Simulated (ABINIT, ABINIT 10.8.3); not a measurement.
# Notebook: trying to get the lattice constants of Na₂Au with PBEsol

*A beginner's notebook, kept as written. Several of its settings and conclusions are unsound; a review follows at the end.*

## Experiment

Na₂Au is a tetragonal compound of sodium and gold, so its cell has two lengths to find, a and c. The values I want to reproduce are in "Na-Au intermetallic compounds formed under high pressure at room temperature" (2011, arXiv:1107.1193). They are for atmospheric pressure and come from diffraction, but the paper takes them over from an earlier report. The temperature is not given with the values. Both lengths have an uncertainty of 0.005 Å. The database structure I start from has the same c, and its a is 0.002 Å longer, which is inside that uncertainty.

| compared with | measured | source's wording or label | method |
| --- | --- | --- | --- |
| a (Å) | 7.415 ± 0.005 | 7.415 ± 0.005 A | diffraction (quoted) |
| c (Å) | 5.522 ± 0.005 | 5.522 ± 0.005 A | diffraction (quoted) |

Conditions are those given with the value in the passage it was taken from; "not stated" means there, and the paper may say more elsewhere. The values are a selection: others may have been left out beforehand as unlike or outlying.

## Plan

I want a and c of Na₂Au from a relaxation, where the program moves the atoms and changes the cell until the forces and the stress are small. The model is the primitive cell with 6 atoms. I will use PBEsol because I have read that it is meant for solids.

My target is to be within 0.005 Å for both a and c, since that is the error bar of the measurement and a good calculation should land inside it. I will begin with quick settings and only make them heavier if the numbers come out wrong.

System: Na2Au (Na2Au), tetragonal CuAl2-type; I4/mcm (No. 140), 6 atoms in the primitive cell; the database structure is a diffraction structure: a = 7.417 Å, c = 5.522 Å; structure from the Crystallography Open Database.

On the selection of runs and values: Further runs on this system are not shown.

## 1. One k point to begin with

The k mesh is a setting I can make small, and 1x1x1 is the smallest there is. The cell already has 6 atoms in it, so I think one point should describe it well enough. The start is the diffraction structure, so I expect the cell to hardly move.

**Run 1.** ABINIT 10.8.3: PBEsol, JTH PAW datasets, cell and atoms relaxed from the database structure, cutoff 20 Ha, 1x1x1 k mesh, Gaussian smearing 0.1 eV; PBE datasets.

Key lines of the input:
```
# potential files: JTH PAW datasets, made for PBE
ecut 20
pawecutdg 40
ecutsm 0.5
dilatmx 1.06
optcell 2
ionmov 2
ntime 30
tolmxf 5.0d-5
ixc -116133
ngkpt 1 1 1
shiftk 0.0 0.0 0.0
occopt 7
tsmear 0.1 eV
nband 39
nstep 60
tolvrs 1.0d-10
pseudos "Na.xml, Au.xml"
ntypat 2
znucl 11 79
natom 6
typat 1 1 1 1 2 2
# ... acell, rprim, xred
```

Command:
```
OMP_NUM_THREADS=1 abinit run.abi > run.log
```

Selected lines of the output:
```
Dilatmx has been exceeded too many times (4)
    See the description of dilatmx and chkdilatmx input variables.
    Action: either first do a calculation with chkdilatmx=0, or
    restart your calculation with a larger dilatmx, or larger lattice vectors.
    Warning: With chkdilatmx = 0 the final computation of lattice parameters might be inaccurate.
```

Ended with an error; 100 s on 1 core of Arm Neoverse V2, shared host.

The run stopped with an error and I have no lattice constants from it. The message says that dilatmx was exceeded too many times, and it tells me to use a larger dilatmx or larger lattice vectors. So the cell wanted to grow and the diffraction cell is too small for PBEsol. The k point is not mentioned anywhere in the message, so that part was fine.

## 2. Starting from a bigger cell

I will do what the message says and make the starting lattice vectors 1.02 times as long. I am also setting tolmxf to 0.01 Ha/bohr so that the relaxation finishes before it can run into the limit again, and I am taking a 6x6x6 mesh since I am changing the input anyway. The cell should now settle at the size PBEsol wants, which I expect to be a bit above the measured one.

**Run 2.** ABINIT 10.8.3: PBEsol, JTH PAW datasets, cell and atoms relaxed from the database structure, cutoff 20 Ha, 6x6x6 k mesh, Gaussian smearing 0.1 eV; started from lattice vectors 1.02 times the database's, tolmxf 0.01 Ha/bohr; PBE datasets.

Key lines of the input, as changed from run 1:
```diff
- ntime 30
- tolmxf 5.0d-5
+ ntime 50
+ tolmxf 1.0d-2
- ngkpt 1 1 1
+ ngkpt 6 6 6
- nstep 60
+ nstep 80
- # ... acell, rprim, xred
+ acell 3*1.0 angstrom
+ rprim
+   -3.78267000000 3.78267000000 2.81622000000
+   3.78267000000 -3.78267000000 2.81622000000
+   3.78267000000 3.78267000000 -2.81622000000
+ # ... xred
```

Command:
```
OMP_NUM_THREADS=1 mpirun -n 8 abinit run.abi > run.log
```

Selected lines of the output:
```
-Cartesian components of stress tensor (GPa)         [Pressure= -2.2804E+00 GPa]
            acell      1.8897261259E+00  1.8897261259E+00  1.8897261259E+00 Bohr
            rprim     -3.7826700000E+00  3.7826700000E+00  2.8162200000E+00
```

Converged; 63 s on 8 cores of Arm Neoverse V2, shared host.

| quantity | run 2 | measured | deviation |
| --- | --- | --- | --- |
| a (Å) | 7.565 | 7.415 ± 0.005 | +0.150 (+2.0 %) |
| c (Å) | 5.632 | 5.522 ± 0.005 | +0.110 (+2.0 %) |
| conventional cell volume (Å³) | 322.37 |  |  |
| final pressure (GPa) | −2.2804 |  |  |

This time the relaxation converged, so I have my first result: a = 7.565 Å and c = 5.632 Å. Both are 2.0 % too long, far outside my 0.005 Å. Because the two are off by the same percentage, I think the shape is right and PBEsol simply makes this compound too big. The pressure is −2.2804 GPa, and I take the minus sign to mean that the cell is still pushing outwards and would like to be bigger still. That fits the first run, where it grew until it hit the limit.

## 3. Keeping the cell from growing

If the cell always grows, I should start below the measured size and not let it run away. I will take lattice vectors 0.97 times the database's and set dilatmx to 1.0, which I understand as the limit on how far the cell may stretch. I am putting tolmxf back to the first value, since the force setting can't matter much for the size. I expect the lengths to come out lower than last time and closer to the measured ones.

**Run 3.** ABINIT 10.8.3: PBEsol, JTH PAW datasets, cell and atoms relaxed from the database structure, cutoff 20 Ha, 6x6x6 k mesh, Gaussian smearing 0.1 eV; started from lattice vectors 0.97 times the database's, dilatmx 1.0; PBE datasets.

Key lines of the input, as changed from run 1:
```diff
- dilatmx 1.06
+ dilatmx 1.0
- ngkpt 1 1 1
+ ngkpt 6 6 6
- # ... acell, rprim, xred
+ acell 3*1.0 angstrom
+ rprim
+   -3.59724500000 3.59724500000 2.67817000000
+   3.59724500000 -3.59724500000 2.67817000000
+   3.59724500000 3.59724500000 -2.67817000000
+ # ... xred
```

Selected lines of the output:
```
Dilatmx has been exceeded too many times (4)
    See the description of dilatmx and chkdilatmx input variables.
    Action: either first do a calculation with chkdilatmx=0, or
    restart your calculation with a larger dilatmx, or larger lattice vectors.
    Warning: With chkdilatmx = 0 the final computation of lattice parameters might be inaccurate.
```

Ended with an error; took 3 min.

This is the same dilatmx message as in the first run, and again there are no lattice constants. I have now started from the diffraction cell and from a smaller one, and both times the cell grew until the program gave up. For me this settles that PBEsol makes Na₂Au too big, and the 2.0 % from the second run is how much.

## 4. A lower cutoff against the growing

The starting size doesn't help, so I will go back to the database cell and change the cutoff instead. I have read that the cutoff sets how many plane waves are used. With more waves the electrons have more freedom to spread out, and I think that is what pushes the cell apart. So I am lowering it from 20 to 14 Ha and keeping the 6x6x6 mesh. I expect a and c to come out shorter than 7.565 and 5.632 Å, and the run should be quicker as well.

**Run 4.** ABINIT 10.8.3: PBEsol, JTH PAW datasets, cell and atoms relaxed from the database structure, cutoff 14 Ha, 6x6x6 k mesh, Gaussian smearing 0.1 eV; PBE datasets.

Key lines of the input, as changed from run 1:
```diff
- ecut 20
- pawecutdg 40
+ ecut 14
+ pawecutdg 28
- ntime 30
+ ntime 50
- ngkpt 1 1 1
+ ngkpt 6 6 6
- nstep 60
+ nstep 80
```

Selected lines of the output:
```
-Cartesian components of stress tensor (GPa)         [Pressure= -2.0428E-03 GPa]
            acell      1.1086534946E+01  1.1086534946E+01  1.1086534946E+01 Bohr
            rprim     -6.2397769850E-01  6.2397769850E-01  4.7042923330E-01
```

Converged; took 6.4 min.

| quantity | run 4 | measured | deviation |
| --- | --- | --- | --- |
| a (Å) | 7.321 | 7.415 ± 0.005 | −0.094 (−1.3 %) |
| c (Å) | 5.520 | 5.522 ± 0.005 | −0.002 (−0.0 %) |
| conventional cell volume (Å³) | 295.88 |  |  |
| final pressure (GPa) | −0.00204 |  |  |

The lower cutoff worked. c is 5.520 Å, only 0.002 Å from the measured value and inside my target, so c is done. a went down too, to 7.321 Å, but that is too far: it is now 0.094 Å short. The cutoff therefore controls the size as I thought, with 20 Ha making the cell too big and 14 Ha pulling a in too much. The pressure is almost zero now, which I take as a sign that the cell has stopped pushing outwards.

## 5. Back to 20 Ha with fewer iterations

For a I need something between the two results, so I am going back to 20 Ha but holding the electrons back in another way. The SCF iterations are the steps in which the electron density is adjusted again and again, and I will allow at most 7 of them. The density then has less chance to spread out, and the cell should grow less than it did in the second run. I expect a to land between 7.321 and 7.565 Å, hopefully near the measured 7.415 Å.

**Run 5.** ABINIT 10.8.3: PBEsol, JTH PAW datasets, cell and atoms relaxed from the database structure, cutoff 20 Ha, 6x6x6 k mesh, Gaussian smearing 0.1 eV; at most 7 SCF iterations; PBE datasets.

Key lines of the input, as changed from run 1:
```diff
- ntime 30
+ ntime 10
- ngkpt 1 1 1
+ ngkpt 6 6 6
- nstep 60
+ nstep 7
```

Selected lines of the output:
```
-Cartesian components of stress tensor (GPa)         [Pressure= -6.1432E-02 GPa]
            acell      1.1079833716E+01  1.1079833716E+01  1.1079833716E+01 Bohr
            rprim     -6.2263657231E-01  6.2263657231E-01  4.7396982778E-01
                       6.2263657231E-01 -6.2263657231E-01  4.7396982778E-01
                       6.2263657231E-01  6.2263657231E-01 -4.7396982778E-01
```

Not converged; took 3.5 min.

The run did not converge, so I have no new a to write down. The acell number is 11.080 Bohr, against 11.087 Bohr in the run at 14 Ha, and the first number in rprim is a little smaller too. So a did not land between my two results but went slightly below the 14 Ha one. I conclude that limiting the iterations does hold the cell back, only too strongly, and that 7 was too few for getting a right.

## 6. LDA to cure the 2 %

Holding the electrons back is too hard to control, so I will let the iterations run normally and change the functional. My result for PBEsol at 20 Ha is still the one from the second run, 2.0 % too long in both directions. I have read that LDA makes cells smaller, so it should take away just what PBEsol adds. I keep 20 Ha and the 6x6x6 mesh and expect a close to 7.415 Å and c close to 5.522 Å.

**Run 6.** ABINIT 10.8.3: LDA, JTH PAW datasets, cell and atoms relaxed from the database structure, cutoff 20 Ha, 6x6x6 k mesh, Gaussian smearing 0.1 eV.

Key lines of the input, as changed from run 4:
```diff
- # potential files: JTH PAW datasets, made for PBE
- ecut 14
- pawecutdg 28
+ # potential files: JTH PAW datasets, made for LDA
+ ecut 20
+ pawecutdg 40
- ixc -116133
```

Selected lines of the output:
```
            acell      1.0877670915E+01  1.0877670915E+01  1.0877670915E+01 Bohr
            rprim     -6.2332094464E-01  6.2332094464E-01  4.7216734315E-01
```

Converged; took 12 min.

| quantity | run 6 | measured | deviation |
| --- | --- | --- | --- |
| a (Å) | 7.176 | 7.415 ± 0.005 | −0.239 (−3.2 %) |
| c (Å) | 5.436 | 5.522 ± 0.005 | −0.086 (−1.6 %) |
| conventional cell volume (Å³) | 279.91 |  |  |
| final pressure (GPa) | −0.00456 |  |  |

LDA gives a = 7.176 Å and c = 5.436 Å, so a is 3.2 % too short and c is 1.6 % too short. It did make the cell smaller, as I had read, but it took away much more than the 2.0 % that PBEsol adds. Neither length is within my 0.005 Å, and c is worse than the 5.520 Å I had at 14 Ha.

I conclude that LDA is too strong a cure for this compound and that lowering the cutoff is the gentler one. I am keeping the PBEsol run at 14 Ha as my result, because its c is right and only a still has to be brought up. I don't know which setting would move a without spoiling c, so I am stopping here.

## Summary of runs

| run | settings | a (Å) | deviation | c (Å) | deviation | cost | status |
| --- | --- | --- | --- | --- | --- | --- | --- |
| 1 | PBEsol, cutoff 20 Ha, 1x1x1 k mesh, PBE datasets | – |  | – |  | 100 core-s | ended with an error |
| 2 | PBEsol, cutoff 20 Ha, 6x6x6 k mesh, started from lattice vectors 1.02 times the database's, tolmxf 0.01 Ha/bohr, PBE datasets | 7.565 | +0.150 (+2.0 %) | 5.632 | +0.110 (+2.0 %) | 8.4 core-min |  |
| 3 | PBEsol, cutoff 20 Ha, 6x6x6 k mesh, started from lattice vectors 0.97 times the database's, dilatmx 1.0, PBE datasets | – |  | – |  | 24 core-min | ended with an error |
| 4 | PBEsol, cutoff 14 Ha, 6x6x6 k mesh, PBE datasets | 7.321 | −0.094 (−1.3 %) | 5.520 | −0.002 (−0.0 %) | 51 core-min |  |
| 5 | PBEsol, cutoff 20 Ha, 6x6x6 k mesh, at most 7 SCF iterations, PBE datasets | – |  | – |  | 28 core-min | not converged |
| 6 | LDA, cutoff 20 Ha, 6x6x6 k mesh | 7.176 | −0.239 (−3.2 %) | 5.436 | −0.086 (−1.6 %) | 1.6 core-h |  |
|  | measured | 7.415 ± 0.005 |  | 5.522 ± 0.005 |  |  |  |

## State of play

My answer for Na₂Au is a = 7.321 Å and c = 5.520 Å, from PBEsol at 14 Ha. c meets my target of 0.005 Å. a misses it by a lot, so I count the work as half done.

What I take from the six runs is that PBEsol at 20 Ha makes the cell 2.0 % too big and that LDA makes it too small. The cutoff is the setting for bringing the size down, and 14 Ha is the right one for c. a probably needs a cutoff of its own, somewhere between 14 and 20 Ha, but I don't see how to give the program two cutoffs at once. LDA was also the most expensive run and gave a worse cell than the 14 Ha one, so I would not use heavier settings for this compound.

Two runs ended with the dilatmx error. I still don't know what to set there, but since the other runs got through I have left it alone. I am writing the 14 Ha numbers into my table and closing this entry.

## An expert's review

Further runs made for the review:

| reviewer's run | settings | a (Å) | deviation | c (Å) | deviation | cost |
| --- | --- | --- | --- | --- | --- | --- |
| R1 | PBEsol, cutoff 20 Ha, 6x6x6 k mesh, PBE datasets | 7.339 | −0.076 (−1.0 %) | 5.513 | −0.009 (−0.2 %) | 63 core-min |
| R2 | PBEsol, cutoff 20 Ha, 4x4x4 k mesh, PBE datasets | 7.425 | +0.010 (+0.1 %) | 5.412 | −0.110 (−2.0 %) | 37 core-min |
|  | measured | 7.415 ± 0.005 |  | 5.522 ± 0.005 |  |  |

PBEsol was a reasonable choice, but the plan judges settings by agreement with experiment, when they should be tested by tightening them. The 0.005 Å target is the measurement's uncertainty, not the accuracy of a functional, whose errors are often roughly 1 %.

Run 1 samples a metal with one k point. Its error says nothing about PBEsol's preferred size: with a 6x6x6 mesh, R1 relaxes to a = 7.339 Å and c = 5.513 Å, both shorter than in the diffraction cell. The mesh was the fault, though the message doesn't name it.

Run 2 never relaxed. The loose force threshold accepted the starting cell, so the output vectors equal the input and the "2.0 %" is the beginner's own factor of 1.02. The negative pressure means that the cell wants to shrink, not grow. The original threshold was needed; R1 used 63 core-minutes, against 8.4 here.

Run 3 starts too small and, with dilatmx at 1.0, leaves the basis no room for the cell to grow back. The error was therefore to be expected and doesn't show that PBEsol makes the cell too big. Keeping 1.06 and starting from the database cell would have avoided it. Restoring the force threshold was right, but the claim that it hardly affects the size is wrong, as run 2 shows.

Run 4 is the first real relaxation, and its small pressure is rightly read as a good sign. But a cutoff limits how well the electrons are described; it isn't a control for the cell's size. Going from 14 Ha to R1's 20 Ha lengthens a by only 0.018 Å and shortens c by 0.007 Å. The close match in c is chance, and c can't be "done" while a, from the same relaxation, is wrong. Nor can each length have its own cutoff.

In run 5, seven SCF iterations don't hold the electrons back; they leave the density unconverged and the forces and stress unreliable. The relaxation was also cut to ten steps, which the text doesn't mention. The printed vectors show a shorter a but a longer c than in run 4, so the cell wasn't simply held back. R1 shows what normal iterations give.

Run 6 sensibly uses LDA datasets, and LDA does shorten the cell, but there was no 2.0 % excess to cure. Against R1, a falls by a further 0.163 Å and c by 0.077 Å. This poor result is no argument against heavier settings: for PBEsol, going from the 4x4x4 mesh of R2 to R1's 6x6x6 changes a by 0.086 Å and c by 0.101 Å. R2's a, only 0.010 Å from experiment, is chance too, since its c is 2.0 % short.

The best-supported result, R1, puts c within 0.2 % of the measurement but a 1.0 % too short. With the mesh mattering this much, a denser one is needed before the remaining miss is blamed on PBEsol. Thermal expansion, absent from these relaxations, may explain part of it; the rest remains open.

[Logs are printed without paths, hosts, clocks, repeated set-up lines and the standing remarks that a program may print on its own settings, such as how far it seeks lower states.]

[The runs shown are a pick from a larger set of finished runs; failed, doubtful and other runs were left out of it ahead of writing. So were measured values far from every level or from commonly accepted values, and agreement can look better than it is. Lines of input and output are excerpts and may be shortened.]
